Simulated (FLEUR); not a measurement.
# C (Fd-3m) in FLEUR: further runs, part 2 of 2

FLEUR MaX-R8.1 (patched build s14).

## (3) Equation of state, LDA (von Barth-Hedin), 5.33 Å³/atom (volume scaled by 0.94)

Input file inp.xml:

```xml
<?xml version="1.0" encoding="UTF-8" standalone="no"?>
<fleurInput fleurInputVersion="0.39">
   <comment>
      C                                                                                                   
   </comment>
   <calculationSetup>
      <cutoffs Kmax="5.19" Gmax="16.1" GmaxXC="16.1" numbands="0"/>
      <scfLoop itmax="60" minDistance="0.00001" maxIterBroyd="15" imix="Anderson" alpha="0.05" precondParam="0.0" spinf="2.0"/>
      <coreElectrons ctail="T" frcor="F" kcrel="0" coretail_lmax="0"/>
      <xcFunctional name="bh" relativisticCorrections="F"/>
      <magnetism jspins="1"/>
      <soc l_soc="F" theta="0.0" phi="0.0" spav="F"/>
      <expertModes spex="0" secvar="F"/>
      <geometryOptimization l_f="F" forcealpha="1.0" forcemix="BFGS" epsdisp="0.00001" epsforce="0.00001"/>
      <ldaU l_linMix="F" mixParam="0.05" spinf="1.0"/>
   </calculationSetup>
   <cell>
      <bzIntegration valenceElectrons="8.0" mode="hist" fermiSmearingEnergy="0.00183747">
         <kPointListSelection listName="default-1"/>
         <!-- k-points included here -->
         <xi:include xmlns:xi="http://www.w3.org/2001/XInclude" href="kpts.xml"> </xi:include>
      </bzIntegration>
      <!-- symmetry operations included here -->
      <xi:include xmlns:xi="http://www.w3.org/2001/XInclude" href="sym.xml"> </xi:include>
      <bulkLattice scale="0.9795861087">
         <bravaisMatrix>
            <row-1>    0.0000000000000000     3.3700808788279017     3.3700808788279017</row-1>
            <row-2>    3.3700808788279017     0.0000000000000000     3.3700808788279017</row-2>
            <row-3>    3.3700808788279017     3.3700808788279017     0.0000000000000000</row-3>
         </bravaisMatrix>
      </bulkLattice>
   </cell>
   <atomSpecies>
      <species name="Carbon (C)" element="C" atomicNumber="6">
         <mtSphere radius="1.31" gridPoints="447" logIncrement="0.023"/>
         <atomicCutoffs lmax="5" lnonsphr="3"/>
         <electronConfig flipSpins="F">
            <coreConfig>(1s1/2)</coreConfig>
            <valenceConfig>(2s1/2) (2p1/2) (2p3/2)</valenceConfig>
            <stateOccupation state="(2p1/2)" spinUp="0.333333" spinDown="0.333333"/>
            <stateOccupation state="(2p3/2)" spinUp="0.666667" spinDown="0.666667"/>
         </electronConfig>
         <energyParameters s="2" p="2" d="3" f="4"/>
         <lo type="SCLO" l="0" n="2" eDeriv="2"/>
         <lo type="SCLO" l="1" n="2" eDeriv="2"/>
         <lo type="SCLO" l="2" n="3" eDeriv="2"/>
      </species>
   </atomSpecies>
   <atomGroups>
      <atomGroup species="Carbon (C)">
         <relPos label="                   1">-3.000/8.000 -3.000/8.000 -3.000/8.000</relPos>
         <relPos label="                   2">3.000/8.000 3.000/8.000 3.000/8.000</relPos>
         <force calculate="T" relaxXYZ="TTT"/>
      </atomGroup>
   </atomGroups>
   <output dos="F" band="F" slice="F">
      <checks vchk="F" cdinf="F"/>
      <bandDOS minEnergy="-.5*Htr" maxEnergy="0.5*Htr" sigma="0.015" storeEVData="T"/>
      <vacuumDOS vacdos="F" integ="F" star="F" nstars="0" locx1="0.0" locy1="0.0" locx2="0.0" locy2="0.0" nstm="0" tworkf="0.0"/>
      <unfoldingBand unfoldBand="F" supercellX="1" supercellY="1" supercellZ="1"/>
      <plotting iplot="0" polar="F">
         <plot TwoD="T" vec1="  1.0  0.0  0.0" vec2="  0.0  1.0  0.0" vec3="  0.0  0.0  1.0" zero="  0.0  0.0  0.0" file="plot"/>
      </plotting>
      <chargeDensitySlicing numkpt="0" minEigenval="0.0" maxEigenval="0.0" nnne="0" pallst="F"/>
      <specialOutput eonly="F"/>
      <magneticCircularDichroism mcd="F" energyLo="-10.0" energyUp="0.0"/>
   </output>
  <!-- We include the file relax.xml here to enable relaxations (see documentation) -->
  <xi:include xmlns:xi="http://www.w3.org/2001/XInclude" href="relax.xml"> <xi:fallback/> </xi:include>
</fleurInput>
```

Potentials or basis: all-electron, FLAPW.

Started as:

```sh
$ inpgen -f crystal.txt -profile fastHighL
$ # inp.xml edited to the form shown
$ fleur
```

The log of the run:

```text
Welcome to FLEUR        (www.flapw.de)
      MaX-Release 8.1          (www.max-centre.eu)

 ========== k-point set info ==========
 Selected k-point list: default-1
 k-point list type: mesh
 13 x 13 x 13
 Number of k points: 84

 ------------Calculation Setup---------------------------
 Number of OMP-threads    :            1
 Number of basis functions:          208
 Approximate size of matrices (H+S) per k-point:         0.001 GB
 --------------------------------------------------------
 Iteration:     1   Distance:      28.20865891 me/bohr^3
 Iteration:     2   Distance:      26.54946769 me/bohr^3
 Iteration:     3   Distance:       4.34067019 me/bohr^3
 Iteration:     4   Distance:       1.70014840 me/bohr^3
 Iteration:     5   Distance:       0.27985679 me/bohr^3
 Iteration:     6   Distance:       0.05342347 me/bohr^3
 Iteration:     7   Distance:       0.00889182 me/bohr^3
 Iteration:     8   Distance:       0.00057452 me/bohr^3
 Iteration:     9   Distance:       0.00028062 me/bohr^3
 Iteration:    10   Distance:       0.00000338 me/bohr^3

 ********************************************************************
 Run finished successfully
 Stop message:
   all done
 ********************************************************************
```

out.xml (last iteration):

```text
<iteration numberForCurrentRun="   10" overallNumber="   10">
         <energyParameters units="Htr">
            <atomicEP atomType="1" spin="1" branch="2s" branchLowest="-9.18" branchHighest="3.07" value="-0.3029747824"/>
            <atomicEP atomType="1" spin="1" branch="2p" branchLowest="-9.99" branchHighest="2.49" value="-0.1123431192"/>
            <atomicEP atomType="1" spin="1" branch="3d" branchLowest="-9.99" branchHighest="7.36" value="0.0885166792"/>
            <atomicEP atomType="1" spin="1" branch="4f" branchLowest="-9.99" branchHighest="12.34" value="0.2482603461"/>
            <loAtomicEP atomType="1" spin="1" branch="2s" branchLowest="-9.18" branchHighest="3.07" value="-0.3029747824"/>
            <loAtomicEP atomType="1" spin="1" branch="2p" branchLowest="-9.99" branchHighest="2.49" value="-0.1123554483"/>
            <loAtomicEP atomType="1" spin="1" branch="3d" branchLowest="-9.99" branchHighest="7.36" value="0.0885156632"/>
         </energyParameters>
         <eigenvalues>
            <eigenvaluesAt spin="1" ikpt="1" k_x="0.00000000" k_y="0.00000000" k_z="0.00000000">
                      -0.3491572440        0.4650062782        0.4650062782        0.4650062782        0.6758220033
                       0.6758220033        0.6758220033
            </eigenvaluesAt>
            <eigenvaluesAt spin="1" ikpt="2" k_x="0.00000000" k_y="0.00000000" k_z="0.07692308">
                      -0.3428903573        0.4244251187        0.4541217513        0.4541217513        0.6900560551
                       0.6900560551        0.7012253587
            </eigenvaluesAt>
            <eigenvaluesAt spin="1" ikpt="3" k_x="0.00000000" k_y="0.00000000" k_z="0.15384615">
                      -0.3241451544        0.3382195693        0.4297070245        0.4297070245        0.7220483323
                       0.7220483323        0.7445489423
            </eigenvaluesAt>
            <eigenvaluesAt spin="1" ikpt="4" k_x="0.00000000" k_y="0.00000000" k_z="0.23076923">
                      -0.2930993322        0.2393188316        0.4034446662        0.4034446662        0.7538982022
                       0.7538982022        0.7802872435
            </eigenvaluesAt>
         </eigenvalues>
         <bandgap value="4.2717657568" units="eV"/>
         <sumValenceSingleParticleEnergies value="0.9922184275" units="Htr"/>
         <FermiEnergy value="0.4650062782" units="Htr"/>
         <valenceDensity>
            <mtCharges spin="1">
               <mtCharge atomType="1" total="2.0161162" s="0.6045967" p="1.3777643" d="0.0304135" f="0.0028417"/>
            </mtCharges>
            <spinDependentCharge spin="1" total="8.0000000" interstitial="3.9677676" mtSpheres="4.0322324"/>
            <totalCharge value="8.0000000000"/>
         </valenceDensity>
         <coreStates atomType="     1" atomicNumber="  6" spin="1" kinEnergy="     31.4413166377" eigValSum="    -18.3783944567" lostElectrons=" 0.000278">
            <state n="1" l="0" j="0.5" energy="-9.1891972284" weight="1.0000000000"/>
         </coreStates>
         <allElectronCharges>
            <spinDependentCharge spin="1" total="12.0000000" interstitial="3.9683188" mtSpheres="8.0316812"/>
            <totalCharge value="11.9999999968"/>
         </allElectronCharges>
         <totalEnergy                                    value="      -75.8423908857" units="Htr">
            <sumOfEigenvalues                            value="      -35.7645704860">
               <coreElectrons value="-36.7567889135"/>
               <valenceElectrons value="0.9922184275"/>
            </sumOfEigenvalues>
            <densityCoulombPotentialIntegral value="-97.2737245770"/>
            <densityEffectivePotentialIntegral value="-111.0514985269"/>
            <chargeDenXCDenIntegral value="-10.5169664990"/>
            <FockExchangeEnergyValence value="0.0000000000"/>
            <FockExchangeEnergyCore value="0.0000000000"/>
            <atomTypeDependentContributions atomType="1">
               <electronNucleiInteractionDifferentMTs value="82.7189268247"/>
               <MadelungTerm value="-9.2565633144"/>
            </atomTypeDependentContributions>
            <tkbTimesEntropy value="0.0000000000"/>
            <freeEnergy value="-75.8423908857"/>
            <extrapolationTo0K value="-75.8423908857"/>
         </totalEnergy>
         <densityConvergence units="me/bohr^3">
            <chargeDensity spin="1" distance="0.0000033795"/>
         </densityConvergence>
      </iteration>
```

Wall time 4.9 s (1 thread of Intel Xeon Platinum 8375C at 2.90GHz (Ice Lake), shared host); peak memory 0.09 GiB.

What came out:

| Property | Result |
| --- | --- |
| Free energy | -2063.7766 eV |
| Band gap on the k mesh | 4.27 eV, indirect (least direct gap 5.74 eV) |
| Valence electrons inside the program's atomic spheres | C 2.02 (radii C 1.31 bohr) |

Caveat: an odd mesh through Γ misses points on the zone boundary, where band edges often lie.

## (4) Equation of state, LDA (von Barth-Hedin), 5.44 Å³/atom (volume scaled by 0.96)

inp.xml: that of step 3 with these lines changed.

```diff
@@ -24,3 +24,3 @@
       <xi:include xmlns:xi="http://www.w3.org/2001/XInclude" href="sym.xml"> </xi:include>
-      <bulkLattice scale="0.9795861087">
+      <bulkLattice scale="0.9864848297">
          <bravaisMatrix>
```

Started as:

```sh
$ inpgen -f crystal.txt -profile fastHighL
$ # inp.xml edited to the form shown
$ fleur
```

Run time: 5.6 s. Hardware: 1 thread of Intel Xeon Platinum 8375C at 2.90GHz (Ice Lake), shared host; peak memory 0.09 GiB.

It converged, with:

- Free energy: -2063.7953 eV
- Band gap on the k mesh: 4.22 eV, indirect (least direct gap 5.68 eV)
- Valence electrons inside the program's atomic spheres: C 2.00 (radii C 1.31 bohr)

Caveat: an odd mesh through Γ misses points on the zone boundary, where band edges often lie.

## (5) Equation of state, LDA (von Barth-Hedin), 5.67 Å³/atom

inp.xml: that of step 4 with these lines changed.

```diff
@@ -24,3 +24,3 @@
       <xi:include xmlns:xi="http://www.w3.org/2001/XInclude" href="sym.xml"> </xi:include>
-      <bulkLattice scale="0.9864848297">
+      <bulkLattice scale="1.0000000000">
          <bravaisMatrix>
```

Started as:

```sh
$ inpgen -f crystal.txt -profile fastHighL
$ # inp.xml edited to the form shown
$ fleur
```

Run time: 5.3 s. Hardware: 1 thread of Intel Xeon Platinum 8375C at 2.90GHz (Ice Lake), shared host; peak memory 0.09 GiB.

The run converged. Its results:

| Property | Result |
| --- | --- |
| Free energy | -2063.7895 eV |
| Band gap on the k mesh | 4.12 eV, indirect (least direct gap 5.56 eV) |
| Valence electrons inside the program's atomic spheres | C 1.96 (radii C 1.31 bohr) |

Caveat: an odd mesh through Γ misses points on the zone boundary, where band edges often lie.

## (6) Equation of state, LDA (von Barth-Hedin), 5.90 Å³/atom (volume scaled by 1.04)

inp.xml: that of step 5 with these lines changed.

```diff
@@ -24,3 +24,3 @@
       <xi:include xmlns:xi="http://www.w3.org/2001/XInclude" href="sym.xml"> </xi:include>
-      <bulkLattice scale="1.0000000000">
+      <bulkLattice scale="1.0131594038">
          <bravaisMatrix>
```

Potentials or basis: all-electron, FLAPW.

Started as:

```sh
$ inpgen -f crystal.txt -profile fastHighL
$ # inp.xml edited to the form shown
$ fleur
```

Run time: 5.9 s. Hardware: 1 thread of Intel Xeon Platinum 8375C at 2.90GHz (Ice Lake), shared host; peak memory 0.09 GiB.

Results (log left out):

```
Free energy                                           : -2063.7343 eV
Band gap on the k mesh                                : 4.03 eV, indirect (least direct gap 5.45 eV)
Valence electrons inside the program's atomic spheres : C 1.92 (radii C 1.31 bohr)
```

Caveat: an odd mesh through Γ misses points on the zone boundary, where band edges often lie.

## (7) Equation of state, LDA (von Barth-Hedin), 6.01 Å³/atom (volume scaled by 1.06)

inp.xml: that of step 6 with these lines changed.

```diff
@@ -24,3 +24,3 @@
       <xi:include xmlns:xi="http://www.w3.org/2001/XInclude" href="sym.xml"> </xi:include>
-      <bulkLattice scale="1.0131594038">
+      <bulkLattice scale="1.0196128224">
          <bravaisMatrix>
```

Started as:

```sh
$ inpgen -f crystal.txt -profile fastHighL
$ # inp.xml edited to the form shown
$ fleur
```

Wall time 5.4 s (1 thread of Intel Xeon Platinum 8375C at 2.90GHz (Ice Lake), shared host); peak memory 0.09 GiB.

It converged, with:

```
Free energy                                           : -2063.6911 eV
Band gap on the k mesh                                : 3.98 eV, indirect (least direct gap 5.39 eV)
Valence electrons inside the program's atomic spheres : C 1.91 (radii C 1.31 bohr)
```

Caveat: an odd mesh through Γ misses points on the zone boundary, where band edges often lie.

## (8) Equation of state, LDA (von Barth-Hedin)

Potentials or basis: all-electron, FLAPW.

This step only gathers the single runs of the series.

Results:

| Property | Result |
| --- | --- |
| Equilibrium volume | 5.53 Å³/atom |
| Bulk modulus | 477 GPa |
| Pressure derivative of the bulk modulus | 3.8 (rough: it moves with the points fitted) |

Energy against volume, from the lowest point:
```tsv
volume (Å³/atom)	energy (meV/atom)
5.332	9.36
5.445	0.00
5.672	2.89
5.899	30.52
6.012	52.11
```

Caveat: small basis for a fit.

## (9) Comparison with measurements

Step 8. Against the measured bulk modulus of C, 442 GPa (quoted in “Equation of state of cubic boron nitride at high pressures and temperatures”, 2007, arxiv:cond-mat/0702656), the calculated 477 GPa is off by +7.9 %. 3 values of this kind are on record (442 to 444.8 GPa); this one was drawn at random among those near their median, those with a stated uncertainty first. The fit is for a static lattice scaled at fixed shape and fixed fractional positions. The cell as given is a measured one (5.67 Å³/atom); LDA (von Barth-Hedin) puts the equilibrium volume -2.5 % from it, thermal expansion not counted.
